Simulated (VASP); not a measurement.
# AlN (zincblende): a r²SCAN single-point calculation in VASP

INCAR

```
NELM = 120
PREC = Accurate
EDIFF = 1E-7
NBANDS = 11
METAGGA = R2SCAN
ISIF = 2
LWAVE = .FALSE.
LREAL = .FALSE.
ALGO = Normal
LASPH = .TRUE.
ENCUT = 520
IBRION = -1
SIGMA = 0.01
ISMEAR = 0
NSW = 0
LCHARG = .FALSE.
```

KPOINTS

```
KPOINTS created by Atomic Simulation Environment
0
Gamma
10 10 10
0 0 0
```

KPOINTS_OPT

```
special points
6
Reciprocal
0.0000000000 0.0000000000 0.0000000000 1
0.5000000000 0.0000000000 0.5000000000 1
0.5000000000 0.2500000000 0.7500000000 1
0.3750000000 0.3750000000 0.7500000000 1
0.5000000000 0.5000000000 0.5000000000 1
0.6250000000 0.2500000000 0.6250000000 1
```

POSCAR

```
Al N
 1.0000000000000000
    -0.0000000000000000    2.1848764129093445    2.1848764129093445
     2.1848764129093445    0.0000000000000000    2.1848764129093445
     2.1848764129093445    2.1848764129093445    0.0000000000000000
 Al  N
   1   1
Cartesian
  0.0000000000000000  0.0000000000000000  0.0000000000000000
  1.0924382064546723  1.0924382064546723  1.0924382064546723
```

VASP ran with the recommended PBE PAW datasets (8 valence electrons in the cell).

From OUTCAR

```
k-points           NKPTS =     47   k-points in BZ     NKDIM =     47   number of bands    NBANDS=     11

   NELECT =       8.0000    total number of electrons

   dimension x,y,z NGX =    24 NGY =   24 NGZ =   24
   dimension x,y,z NGXF=    48 NGYF=   48 NGZF=   48

  energy-cutoff  :      520.00
  volume of cell :       20.86
      direct lattice vectors                 reciprocal lattice vectors
     0.000000000  2.184876413  2.184876413    -0.228845896  0.228845896  0.228845896
     2.184876413  0.000000000  2.184876413     0.228845896 -0.228845896  0.228845896
     2.184876413  2.184876413  0.000000000     0.228845896  0.228845896 -0.228845896

 k-points in reciprocal lattice and weights: KPOINTS created by Atomic Simulation Env
   0.00000000  0.00000000  0.00000000       0.001
   0.10000000  0.00000000  0.00000000       0.008
   0.20000000  0.00000000  0.00000000       0.008
   0.30000000  0.00000000  0.00000000       0.008
   0.40000000  0.00000000  0.00000000       0.008
   0.50000000  0.00000000  0.00000000       0.004
   0.10000000  0.10000000  0.00000000       0.006
   0.20000000  0.10000000  0.00000000       0.024
   ...

 E-fermi :   5.7524

 k-point     1 :       0.0000    0.0000    0.0000
  band No.  band energies     occupation
      1     -10.0529      2.00000
      2       5.6817      2.00000
      3       5.6817      2.00000
      4       5.6817      2.00000
      5      10.5629      0.00000
      6      19.1906      0.00000
      7      19.1906      0.00000
      8      19.1906      0.00000
      9      24.2061      0.00000
     10      24.2061      0.00000
     11      25.9160      0.00000

 k-point     2 :       0.1000    0.0000    0.0000
  band No.  band energies     occupation
      1      -9.9065      2.00000
      2       4.8811      2.00000
      3       5.6297      2.00000
      4       5.6297      2.00000
      5      11.2220      0.00000
      6      18.8117      0.00000
      7      19.3310      0.00000
      8      19.3310      0.00000
      9      22.9797      0.00000
     10      22.9797      0.00000
     11      25.1135      0.00000

 k-point     3 :       0.2000    0.0000    0.0000
  band No.  band energies     occupation
      1      -9.4913      2.00000
      2       3.2586      2.00000
      3       5.4998      2.00000
      4       5.4998      2.00000
      5      12.3882      0.00000
      6      18.0211      0.00000
      7      19.2235      0.00000
      8      19.2235      0.00000
      9      22.4857      0.00000
     10      22.4857      0.00000
     11      24.2378      0.00000

 k-point     4 :       0.3000    0.0000    0.0000
  band No.  band energies     occupation
      1      -8.8938      2.00000
      2       1.5878      2.00000
      3       5.3503      2.00000
      4       5.3503      2.00000
      5      13.2838      0.00000
      6      17.2597      0.00000
      7      18.4878      0.00000
      8      18.4878      0.00000
      9      23.6612      0.00000
     10      23.6612      0.00000
     11      24.0927      0.00000

 k-point     5 :       0.4000    0.0000    0.0000
  band No.  band energies     occupation
      1      -8.3060      2.00000
      2       0.2964      2.00000
      3       5.2373      2.00000
      4       5.2373      2.00000
      5      13.7463      0.00000
      6      16.7090      0.00000
      7      17.8497      0.00000
      8      17.8497      0.00000
      9      24.6072      0.00000
     10      25.6378      0.00000
     11      25.6378      0.00000

 k-point     6 :       0.5000    0.0000    0.0000
  band No.  band energies     occupation
      1      -8.0436      2.00000
      2      -0.2090      2.00000
      3       5.1958      2.00000
      4       5.1958      2.00000
      5      13.8816      0.00000
      6      16.4981      0.00000
      7      17.6187      0.00000
      8      17.6187      0.00000
      9      24.9903      0.00000
     10      27.1021      0.00000
     11      27.1021      0.00000

 k-point     7 :       0.1000    0.1000    0.0000
  band No.  band energies     occupation
      1      -9.8578      2.00000
      2       4.9044      2.00000
      3       5.4733      2.00000
      4       5.4733      2.00000
      5      11.4189      0.00000
      6      18.5715      0.00000
      7      19.4932      0.00000
      8      19.4932      0.00000
      9      21.1952      0.00000
     10      24.5240      0.00000
     11      26.5478      0.00000

 k-point     8 :       0.2000    0.1000    0.0000
  band No.  band energies     occupation
      1      -9.5323      2.00000
      2       3.7018      2.00000
      3       5.2659      2.00000
      4       5.3718      2.00000
      5      12.3280      0.00000
      6      17.9899      0.00000
      7      18.9693      0.00000
      8      19.6759      0.00000
      9      20.6909      0.00000
     10      24.1687      0.00000
     11      25.8797      0.00000

 k-point     9 :       0.3000    0.1000    0.0000
  band No.  band energies     occupation
      1      -8.9931      2.00000
      2       2.1387      2.00000
      3       5.0913      2.00000
      4       5.1946      2.00000
      5      13.2151      0.00000
      6      17.1107      0.00000
      7      18.2570      0.00000
      8      19.2606      0.00000
      9      21.7776      0.00000
     10      24.7863      0.00000
     11      25.3895      0.00000

 k-point    10 :       0.4000    0.1000    0.0000
  band No.  band energies     occupation
      1      -8.3900      2.00000
      2       0.7677      2.00000
      3       4.9513      2.00000
      4       5.0096      2.00000
      5      13.8063      0.00000
      6      16.0906      0.00000
      7      18.3306      0.00000
      8      18.5607      0.00000
      9      23.2032      0.00000
     10      25.7692      0.00000
     11      26.3919      0.00000

 k-point    11 :       0.5000    0.1000    0.0000
  band No.  band energies     occupation
      1      -7.9975      2.00000
      2       0.0045      2.00000
      3       4.7376      2.00000
      4       5.0438      2.00000
      5      14.2357      0.00000
      6      15.4111      0.00000
      7      18.0736      0.00000
      8      18.4771      0.00000
      9      24.7493      0.00000
     10      26.4910      0.00000
     11      27.1639      0.00000

 k-point    12 :      -0.4000    0.1000    0.0000
  band No.  band energies     occupation
      1      -8.0857      2.00000
      2       0.1694      2.00000
      3       4.6287      2.00000
      4       5.1813      2.00000
      5      14.3130      0.00000
      6      15.4852      0.00000
      7      17.9889      0.00000
      8      18.5046      0.00000
      9      25.2248      0.00000
     10      25.2788      0.00000
     11      26.9525      0.00000

 k-point    13 :      -0.3000    0.1000    0.0000
  band No.  band energies     occupation
      1      -8.5860      2.00000
      2       1.1787      2.00000
      3       4.6687      2.00000
      4       5.3777      2.00000
      5      13.8707      0.00000
      6      16.3969      0.00000
      7      18.3640      0.00000
      8      18.4207      0.00000
      9      23.0280      0.00000
     10      24.8118      0.00000
     11      26.1914      0.00000

 k-point    14 :      -0.2000    0.1000    0.0000
  band No.  band energies     occupation
      1      -9.1916      2.00000
      2       2.6309      2.00000
      3       4.8716      2.00000
      4       5.5641      2.00000
      5      13.0779      0.00000
      6      17.5993      0.00000
      7      18.4835      0.00000
      8      19.1319      0.00000
      9      21.4179      0.00000
     10      23.8716      0.00000
     11      25.8768      0.00000

 k-point    15 :      -0.1000    0.1000    0.0000
  band No.  band energies     occupation
      1      -9.6703      2.00000
      2       4.0478      2.00000
      3       5.2373      2.00000
      4       5.6644      2.00000
      5      12.0133      0.00000
      6      18.3911      0.00000
      7      19.1340      0.00000
      8      19.5187      0.00000
      9      21.3463      0.00000
     10      23.0681      0.00000
     11      26.5134      0.00000

 k-point    16 :       0.2000    0.2000    0.0000
  band No.  band energies     occupation
      1      -9.3067      2.00000
      2       3.4785      2.00000
      3       4.9721      2.00000
      4       4.9721      2.00000
      5      12.5141      0.00000
      6      17.4113      0.00000
      7      18.3962      0.00000
      8      20.2746      0.00000
      9      20.2746      0.00000
     10      25.4751      0.00000
     11      28.3756      0.00000

 ...

  Total       -0.0498517     -0.0498517     -0.0498517      0.0000000      0.0000000     -0.0000000
  in kB       -3.8289553     -3.8289553     -3.8289553      0.0000000      0.0000000     -0.0000000
  external PRESSURE =      -3.8289553 kB  Pullay stress =       0.0000000 kB

 POSITION                                       TOTAL-FORCE (eV/Angst)
 -----------------------------------------------------------------------------------
      0.00000      0.00000      0.00000         0.000000     -0.000000     -0.000000
      1.09244      1.09244      1.09244        -0.000000      0.000000      0.000000
 -----------------------------------------------------------------------------------
    total drift:                               -0.000000     -0.000000     -0.000000

  FREE ENERGIE OF THE ION-ELECTRON SYSTEM (eV)
  ---------------------------------------------------
  free  energy   TOTEN  =       -19.1797244763 eV

  energy  without entropy=      -19.1797244763  energy(sigma->0) =      -19.17972448
```

- gap between bands v and c: 3.93 eV
- least direct gap: 4.88 eV
- pressure: -0.4 GPa

Band v is the last that the valence electrons fill when counted band by band, and c is the next.
